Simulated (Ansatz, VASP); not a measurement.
## One calculation of AlN, two programs

```
Al N
1.0
     6.25951    0.00000    0.00000
    -3.12976    5.42090    0.00000
     0.00000    0.00000    5.01740
Al N
8 8
Direct
  0.33333 0.16667 0.49924
  0.16667 0.33333 0.99924
  0.33333 0.66667 0.49924
  0.16667 0.83333 0.99924
  0.83333 0.16667 0.49924
  0.66667 0.33333 0.99924
  0.83333 0.66667 0.49924
  0.66667 0.83333 0.99924
  0.33333 0.16667 0.88076
  0.16667 0.33333 0.38076
  0.33333 0.66667 0.88076
  0.16667 0.83333 0.38076
  0.83333 0.16667 0.88076
  0.66667 0.33333 0.38076
  0.83333 0.66667 0.88076
  0.66667 0.83333 0.38076
```

The cell is a database's computed one.

Alike in both runs: task single point; functional PBE; k mesh 2 × 2 × 3; no spin polarisation.

```csv
,VASP,Ansatz
version,VASP 6.6.1,Ansatz 0.2.0
potentials or method,"VASP PAW PBE potentials, release 64 (Al, N)",plane-wave PAW DFT
plane-wave cutoff (eV),520,420
occupations,"gaussian, width 0.01 eV",fixed
valence electrons in the cell,64,64
```

Ansatz gave:

```
gap on the k mesh at the Fermi level (eV) : 4.03
rms of the force components (eV/Å)        : 0.009
```

Task: What did VASP give for the same quantities?

Result: gap on the k mesh at the Fermi level (eV): 4.04; rms of the force components (eV/Å): 0.007.

Caveats: the k mesh is coarse (spacing up to 0.58 Å⁻¹), so the values aren't converged. As with any semilocal functional, this PBE gap is likely too small.
